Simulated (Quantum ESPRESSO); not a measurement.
**CdS (Hawleyite) in Quantum ESPRESSO: the effect of functional**

Crystal: CdS (Hawleyite).

```
Cd S
1.0
     0.00000    2.91650    2.91650
     2.91650    0.00000    2.91650
     2.91650    2.91650    0.00000
Cd S
1 1
Cartesian
  0.0000 0.0000 0.0000
  4.3748 4.3748 4.3748
```

Alike in all runs:

```yaml
Program: Quantum ESPRESSO 7.5
Task: dielectric tensor
Cutoff: 612 eV
Density_cutoff: 4898 eV
k_mesh: 8 × 8 × 8, shifted
Occupations: fermi-dirac, width 0.05 eV
Spin: no spin polarisation
```

Problem. One run gave: pressure 6.4 GPa; dielectric constant 6.23 mean. Which functional did it use?
A. PBEsol
B. AM05
C. BLYP
D. LDA
E. WC

Solution. C.

| functional | potentials or basis | pressure (GPa) | dielectric constant (mean) |
| --- | --- | --- | --- |
| LDA | GBRV 1.5 LDA | -2.1 | 6.77 |
| PBEsol | GBRV 1.5 PBEsol | 0.0 | 6.47 |
| WC | GBRV 1.5 PBE | 0.2 | 6.55 |
| BLYP | GBRV 1.5 PBE | 6.4 | 6.23 |
| AM05 | GBRV 1.5 PBE | 0.7 | 6.33 |

Caveats: the potentials were made for another functional, which shifts forces and pressure (some runs); the cell is more than 3 GPa from zero pressure, which shifts response properties (some runs).

Runs at the PBE level aren't shown here.
